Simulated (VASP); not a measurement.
From an Ansatz input to VASP: BeTe (strained zincblende)

Ansatz input

```yaml
crystal:
  lattice:
    - [0.0, 2.9134823342, 2.9134823342]
    - [2.9134823342, 0.0, 2.9134823342]
    - [2.9134823342, 2.9134823342, 0.0]
  atoms:
    - { symbol: Be, position: [0.0, 0.0, 0.0] }
    - { symbol: Te, position: [0.25, 0.25, 0.25] }
kpoints:
  mp_grid: { grid: [8, 8, 8] }
  band_path:
    path:
      - [0.0, 0.0, 0.0]
      - [-0.5, -0.5, 0.0]
      - [-0.375, -0.375, 0.25]
      - [-0.375, 0.0, 0.375]
      - [0.0, 0.0, 0.5]
      - [-0.5, -0.25, 0.25]
      - [0.0, 0.5, 0.5]
    npoints: 1
hamiltonian:
  xc: pbe
scf:
  occupations: { method: fermi_dirac, width: 0.02 }
  n_extra_bands: 4
output:
  forces: true
  stress: true
  eigenvalues: true
```

Task: Which VASP files do the same job?

Result: 

INCAR

```
NSW = 0
ISIF = 2
LASPH = .TRUE.
EDIFF = 1E-7
ISMEAR = -1
NELM = 120
PREC = Accurate
ENCUT = 520
LWAVE = .FALSE.
LCHARG = .TRUE.
NBANDS = 11
SIGMA = 0.02
LELF = .TRUE.
LREAL = .FALSE.
IBRION = -1
GGA = PE
```

KPOINTS

```
KPOINTS created by Atomic Simulation Environment
0
Gamma
8 8 8
0 0 0
```

KPOINTS_OPT

```
special points
7
Reciprocal
0.0000000000 0.0000000000 0.0000000000 1
-0.5000000000 -0.5000000000 0.0000000000 1
-0.3750000000 -0.3750000000 0.2500000000 1
-0.3750000000 0.0000000000 0.3750000000 1
0.0000000000 0.0000000000 0.5000000000 1
-0.5000000000 -0.2500000000 0.2500000000 1
0.0000000000 0.5000000000 0.5000000000 1
```

POSCAR

```
Be Te
 1.0000000000000000
     0.0000000000000000    2.9134823341999998    2.9134823341999998
     2.9134823341999998    0.0000000000000000    2.9134823341999998
     2.9134823341999998    2.9134823341999998    0.0000000000000000
 Be  Te
   1   1
Cartesian
  0.0000000000000000  0.0000000000000000  0.0000000000000000
  1.4567411670999999  1.4567411670999999  1.4567411670999999
```

VASP ran with the recommended PBE PAW datasets (8 valence electrons in the cell). Other inputs would serve too.

```
                             Ansatz      VASP
gap between bands v and c   2.21 eV   2.20 eV
         least direct gap   3.11 eV   3.11 eV
                 pressure  -4.1 GPa  -4.0 GPa
```

The two codes use different PAW datasets and cutoffs. VASP's cell holds 8 valence electrons and Ansatz's 18. Ansatz's stress includes a Pulay correction; VASP's doesn't.
